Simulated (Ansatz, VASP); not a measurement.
**NaH: VASP beside Ansatz**

```
Na H
1.0
     0.00000    2.44000    2.44000
     2.44000    0.00000    2.44000
     2.44000    2.44000    0.00000
Na H
1 1
Direct
  0.00000 0.00000 0.00000
  0.50000 0.50000 0.50000
```

Alike in both runs: task single point; functional PBE; k mesh 4 × 4 × 4; no spin polarisation.

|  | VASP | Ansatz |
| --- | --- | --- |
| version | VASP 6.6.1 | Ansatz 0.2.0 |
| potentials or method | VASP PAW PBE potentials, release 64 (Na_pv, H) | plane waves, PAW |
| plane-wave cutoff (eV) | 520 | 510 |
| occupations | gaussian, width 0.01 eV | fixed |
| valence electrons in the cell | 8 | 10 |

```tsv
	VASP	Ansatz	Ansatz less VASP
gap on the k mesh at the Fermi level (eV)	3.71	3.72	+0.002
```

The two sets of potentials don't hold the same shells in valence.

Caveats: the k mesh is coarse (spacing up to 0.56 Å⁻¹), so the values aren't converged. A k mesh can miss the band edges. A hybrid or GW would open this gap; PBE tends to underestimate it.
